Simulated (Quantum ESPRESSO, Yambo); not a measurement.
# A GW chain in Yambo: AlN (F-43m), part 3 of 3

How does a plane-wave GW calculation on AlN (F-43m) run from the first input to the gap?

Quantum ESPRESSO 7.5 and Yambo 5.3.0; PBE and many-body steps on it, plane waves. Known limits of the many-body steps: not at the basis limit; coarse k mesh.

So far. Step 3 (Bands along the symmetry lines): The gap is 3.325 eV, as in the run before at this level. Step 4 (Empty states on the mesh, 4×4×4 mesh, 51 bands): On this mesh the gap is 3.325 eV.

### 6. Screening and self-energy, 4×4×4 mesh, 51 bands, screening to 163.3 eV

G0W0 replaces the xc potential by the self-energy, built once from these orbitals. Only a window of levels is corrected, while the sums run over the empty bands that the input names.

This step: G0W0 on PBE, plane waves, norm-conserving pseudopotentials.

gw1.in

```
HF_and_locXC
gw0
dyson
ppa
em1d
rim_cut
RandQpts= 1000000
RandGvec= 1 RL
EXXRLvcs= 72 Ry
VXCRLvcs= 288 Ry
Chimod= "HARTREE"
% BndsRnXp
 1 | 51 |
%
NGsBlkXp= 12 Ry
% LongDrXp
 1 | 1 | 1 |
%
% GbndRnge
 1 | 51 |
%
DysSolver= "n"
ExtendOut
PPAPntXp= 27.21138 eV
% QPkrange
 1 | 1 | 3 | 6 |
 7 | 7 | 3 | 6 |
%
```

Started as:

```console
OMP_NUM_THREADS=1 mpirun -n 8 yambo -F gw1.in -J gw1 -C gw1 > gw1.log
```

The program printed:

```text
 Yambo, version 5.3.0

 [02] CORE Variables Setup
 =========================

  [... cell, symmetries and grids as in the set-up ...]

  [02.05] Energies & Occupations
  ==============================

  [X] === General ===
  [X] Electronic Temperature                        :  0.000000  0.000000 [eV K]
  [X] Bosonic    Temperature                        :  0.000000  0.000000 [eV K]
  [X] Finite Temperature mode                       : no
  [X] El. density                                   :  0.38398E+24 [cm-3]
  [X] Fermi Level                                   :  6.956541 [eV]

  [X] === Gaps and Widths ===
  [X] Conduction Band Min                           :  3.324859 [eV]
  [X] Valence Band Max                              :  0.000000 [eV]
  [X] Filled Bands                                  :   4
  [X] Empty Bands                                   :    5   51
  [X] Direct Gap                                    :  4.192097 [eV]
  [X] Direct Gap localized at k                     :  1
  [X] Indirect Gap                                  :  3.324859 [eV]
  [X] Indirect Gap between kpts                     :   1   7
  [X] Last valence band width                       :  2.697200 [eV]
  [X] 1st conduction band width                     :  4.489928 [eV]

 [03] Transferred momenta grid and indexing
 ==========================================

 IBZ Q-points                                      :   8
 BZ  Q-points                                      :   64

 K/Q-points units:
 rlu = crystal or reduced units; cc = cartesian coordinates; iku = interal k-units

 Q [1]          [rlu]:  0.000000  0.000000  0.000000
 Q [2]          [rlu]: -0.52978E-17 -0.52978E-17  0.25000
 Q [3]          [rlu]:  0.10596E-16  0.10596E-16 -0.50000
 Q [4]          [rlu]:  0.19945E-16  0.25000      0.25000
 Q [5]          [rlu]:  0.25178E-16  0.25000      0.50000
 Q [6]          [rlu]:  0.10596E-16  0.25000     -0.25000
 Q [7]          [rlu]: -0.39890E-16 -0.50000     -0.50000
 Q [8]          [rlu]:  0.250000 -0.500000 -0.250000

 [04] Coloumb potential Random Integration (RIM)
 ===============================================

  [04.01] RIM initialization
  ==========================

  * Diagonal components only detected *

  8 x (sBL volume)        :  0.220531 [a.u.]
  sBZ random points       :  1000000
  Points outside the sBZ  :   7987327
  RL volume               :  1.764245 [a.u.]
  Integrated volume       :  1.767044 [a.u.]

  [04.02] RIM integrals
  =====================

  Gamma point sphere radius             :  0.109591 [a.u.]
  Points outside the sphere             :   799513
  [Int_sBZ(q=0) 1/q^2]*(Vol_sBZ)^(-1/3) =:  7.764325
                                 should be <:  7.795600

  Summary of Coulomb integrals for non-metallic bands |Q|[au] RIM/Bare

  Q [1] 0.100000E-4 0.995988 * Q [2] 0.329610 1.065884
  Q [4] 0.380601 1.064810 * Q [6] 0.538251 1.027704
  Q [5] 0.631155 1.020409 * Q [3] 0.659220 1.018308
  Q [7] 0.761202 1.014905 * Q [8] 0.851049 1.011860

 [05] Dipoles
 ============

  [05.01] Setup: observables and procedures
  =========================================

 [06] Dynamic Dielectric Matrix (PPA)
 ====================================

 [SLK-Inversion]  Pools        :  2
 [SLK-Inversion]  BLACS grid   :  2  2

 [WR./gw1//ndb.pp]---------------------------------------------------------------
  Brillouin Zone Q/K grids (IBZ/BZ)                :    8   64    8   64
  RL vectors                                       :  1917 [WF]
  Coulomb cutoff potential                         : none
  Electronic Temperature                           :  0.000000 [K]
  Bosonic    Temperature                           :  0.000000 [K]
  PPA    diel. fun.  energies                      : Perdew, Burke & Ernzerhof(X)+Perdew, Burke & Ernzerhof(C)
  wavefunctions                                    : Perdew, Burke & Ernzerhof(X)+Perdew, Burke & Ernzerhof(C)
  Global Gauge                                     : length
  X matrix size                                    :  137
  X band range                                     :    1   51
  X e/h energy range                               : -1.000000 -1.000000 [eV]
  X Time ordering                                  : R
  X Hxc Kernel                                     : HARTREE
  X Drude frequency                                :  0.000000  0.000000
  X poles                                          :  100.0000 [o/o]
  RL vectors in the sum                            :  1917
  [r,Vnl] included                                 : yes
  Field direction                                  :  0.577350E-5  0.577350E-5  0.577350E-5
  BZ energy Double Grid                            : no
  BZ energy DbGd points                            : 0
  BZ Q point size factor                           : -1.000000
  X Optical Averaged directions                    : none

 [07] Local Exchange-Correlation + Non-Local Fock
 ================================================

 [VXC] Plane waves :  11575
 [EXS] Plane waves :  1471

 QP @ state[ 1 ] K range:  1  1
 QP @ state[ 1 ] b range:   3   6
 QP @ state[ 2 ] K range:   7   7
 QP @ state[ 2 ] b range:   3   6

 [xc] Functional : Perdew, Burke & Ernzerhof(X)+Perdew, Burke & Ernzerhof(C)
 [xc] LIBXC used to calculate xc functional
  PP Number of Atomic Species                      :  2
  NLCC RL compoments                               :  11575
  PP Number of Atomic Species                      :  2
  NLCC RL compoments                               :  11575

 [xc] E_xc :  -3.460990 [Ha]
      E_xc :  -6.921979 [Ry]

  Local XC kind (lXC) : Perdew, Burke & Ernzerhof(X)+Perdew, Burke & Ernzerhof(C)
  Non-Local XC kind (nlXC) : Hartree-Fock

  Corrections @ K [1] :  [eV]
 <3|nlXC|3> = -20.93513 -0.15425E-16 <3|lXC|3> = -16.96897 -0.14161E-15
 <4|nlXC|4> = -20.93519  0.15625E-16 <4|lXC|4> = -16.96897 -0.94408E-16
 <5|nlXC|5> = -7.926791  0.13679E-17 <5|lXC|5> = -12.51951  0.94408E-16
 <6|nlXC|6> = -4.085065 -0.11668E-17 <6|lXC|6> = -9.879197 -0.14161E-15

  Corrections @ K [7] :  [eV]
 <3|nlXC|3> = -20.06171  0.16686E-16 <3|lXC|3> = -15.43685  0.47202E-16
 <4|nlXC|4> = -20.06167  0.12510E-16 <4|lXC|4> = -15.43684  0.21242E-15
 <5|nlXC|5> = -4.945164  0.18569E-17 <5|lXC|5> = -9.183708  0.44254E-16
 <6|nlXC|6> = -4.360070  0.12031E-17 <6|lXC|6> = -9.446587 -0.94407E-16

 [08] Dyson equation: Newton solver
 ==================================

  [08.01] G0W0 (W PPA)
  ====================

  [  GW  ] Bands range     :    1   51
  [GW/PPA] G damping       :  0.100000 [eV]

  QP @ state[ 1 ] K range:  1  1
  QP @ state[ 1 ] b range:   3   6
  QP @ state[ 2 ] K range:   7   7
  QP @ state[ 2 ] b range:   3   6

   Sc/G bands                                       :    1   51
   Sc/G damping                                     :  0.100000 ev
   Sc bands terminator                              : no
   Sx RL components                                 :  1471

   QP @ state[ 1 ] K range                          :  1  1
   QP @ state[ 1 ] b range                          :   3   6
   QP @ state[ 2 ] K range                          :   7   7
   QP @ state[ 2 ] b range                          :   3   6
   GF energies kind                                 : Perdew, Burke & Ernzerhof(X)+Perdew, Burke & Ernzerhof(C)
   GF WF`s kind                                     : Perdew, Burke & Ernzerhof(X)+Perdew, Burke & Ernzerhof(C)
   Xs energies kind                                 : Perdew, Burke & Ernzerhof(X)+Perdew, Burke & Ernzerhof(C)
   Xs WF`s kind                                     : Perdew, Burke & Ernzerhof(X)+Perdew, Burke & Ernzerhof(C)

 [11] Game Over & Game summary
```

Run time: 7.1 s. Hardware: 8 MPI ranks of Arm Neoverse V2, shared host; peak memory 2.2 GiB; 46 s of CPU time.

Numbers from this step:

* G0W0 gap on the points computed: 4.373 eV
* starting gap on the mesh: 3.325 eV
* k of the valence top: 0, 0, 0
* k of the conduction bottom: 0, -0.5, -0.5
* least direct G0W0 gap on the computed points: 5.519 eV
* Z at the valence top: 0.7924
* Z at the conduction bottom: 0.8391

The gap on the mesh goes from 3.32 eV to 4.37 eV, a correction of +1.05 eV.

Limits: finite bands, cutoff and mesh; coarse k mesh. v1 is the top filled band, c1 the lowest empty one. Levels before and after the correction, in eV, zero at the valence-band top of each column:

```
           conduction bottom  valence top
Kohn-Sham               3.32         0.00
     G0W0               4.37         0.00
```

|  | level | energy (eV) |
| --- | --- | --- |
| Kohn-Sham | Γ v2-v1 | 0.000 |
| Kohn-Sham | Γ c1 | 4.192 |
| Kohn-Sham | Γ c2 | 12.589 |
| Kohn-Sham | (0 -0.5 -0.5) v2-v1 | -1.775 |
| Kohn-Sham | (0 -0.5 -0.5) c1 | 3.325 |
| Kohn-Sham | (0 -0.5 -0.5) c2 | 8.652 |
| G0W0 | Γ v2-v1 | 0.000 |
| G0W0 | Γ c1 | 5.519 |
| G0W0 | Γ c2 | 13.936 |
| G0W0 | (0 -0.5 -0.5) v2-v1 | -2.104 |
| G0W0 | (0 -0.5 -0.5) c1 | 4.372 |
| G0W0 | (0 -0.5 -0.5) c2 | 9.958 |

### 7. Where the time went

Times are wall times on the hardware named with each run, good to a factor of about two.

```csv
step,time,share,memory (GiB)
ground state,1.6 s,13 %,0.05
bands along the symmetry lines,1.2 s,9 %,0.05
empty states on the mesh,1.2 s,9 %,0.05
conversion and set-up,1.9 s,15 %,0.23
screening and self-energy,7.1 s,54 %,2.2
```

### 8. Results

```
PBE gap              : 3.32 eV, indirect
G0W0 gap on the mesh : 4.37 eV
GW settings          : 4×4×4 mesh, 51 bands, screening to 163.3 eV, Godby-Needs plasmon pole
known limits         : not at the basis limit; coarse k mesh
```

**Reading.** G0W0 moves the gap on the mesh from 3.32 eV to 4.37 eV (+1.05 eV), with Z of 0.79 and 0.84 at the edges. Only 2 of the mesh's irreducible points were corrected, so a valley elsewhere could overtake. The dearest step here is «screening and self-energy». Bands and cutoff are finite, so the gap is not at the basis limit. The miss can reach some tenths of an eV and take either sign; the mesh is an error of its own. In the G0W0 run levels were corrected at 2 k points alone, so a gap called «on the mesh» is the least over those, and an edge elsewhere would be missed. The 4×4×4 mesh is coarse for this cell, which bears on the long-range parts of exchange and screening.

[Paths, hosts, dates, memory and timing lines, banners, echoed tables and standing remarks are left out of the program output.]

[Logs are printed without paths, hosts, clocks, repeated set-up lines and the standing remarks that a program may print on its own settings, such as how far it seeks lower states.]

[Runs of the session that timed out or met a known fault of the program may be left out.]

[Hosts, paths, dates, database ids (printed as entryN), source tags and the programs' standing remarks are cut or masked in the printed files.]
